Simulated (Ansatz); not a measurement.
## A C vacancy in 4H-SiC, 255 atoms, charge +2 (h site)

All numbers come from Ansatz (PAW, plane waves, no spin–orbit coupling) at the single k point (¼, ¼, ¼) without its symmetry partners. The atoms were relaxed with PBEsol in a fixed cell; other functionals are single points on those atoms unless said otherwise. The valence top and gap of the host come from its small cell on a dense mesh, with the band extrema sought between the mesh points, lined up by the mean potential, PBEsol gap 2.12 eV, HSE06 gap 3.14 eV. The charge correction uses an assumed dielectric constant of 9.7.

Cell: a = 12.312 Å, b = 10.663 Å, c = 20.152 Å, α = 90.00°, β = 90.00°, γ = 90.00°.

Nearest atoms after relaxation, from the placed atom (for vacancies from the middle of the vacant sites): Si at 1.98 Å, Si at 1.99 Å, Si at 1.99 Å, Si at 2.02 Å, C at 3.06 Å, C at 3.06 Å, C at 3.06 Å, C at 3.06 Å.

Chemical potentials μ are those of reference phases of the elements at zero temperature by the same functional (the usual solids, diamond for C, grey Sn, and the molecules H2, N2, O2, F2, Cl2, Br2 and S8).

| functional | E(defect) − E(host) − Σ nμ + q·E_VBM (eV) | monopole (eV) | alignment (eV) | formation energy at E_F = VBM (eV) | moment (μB) | wall time, shared host |
| --- | --- | --- | --- | --- | --- | --- |
| PBEsol | 1.79 | 0.53 | -0.14 | 2.18 | 0 (no spin) | 28 s on NVIDIA GB300 (relaxation) |

(1) Estimate the formation energy and moment that HSE06 gives on these atoms.

HSE06 one-electron levels near the gap (the ten most localised at most), from the host's valence top, not corrected for the charge's images:

| level (eV) | spin | filling | atoms sharing it | element of the atom with most weight |
| --- | --- | --- | --- | --- |
| -0.30 | both | 2.00 | 119.2 | spread |
| -0.26 | both | 2.00 | 120.9 | spread |
| -0.24 | both | 2.00 | 156.8 | spread |
| -0.16 | both | 2.00 | 172.5 | spread |
| 0.01 | both | 2.00 | 104.5 | spread |
| 2.40 | both | 0.00 | 10.5 | Si |
| 2.62 | both | 0.00 | 11.8 | Si |
| 2.67 | both | 0.00 | 12.0 | Si |

All elements are taken at their own reference at once; growth conditions in equilibrium with the host shift these energies, by up to the host's formation enthalpy.

One k point and a cell of this size can leave errors of several tenths of an eV in such numbers.

Answers

(1) 1.62 eV at E_F = VBM (1.21 eV before the monopole term 0.53 eV and the alignment -0.12 eV), moment 0 (no spin).
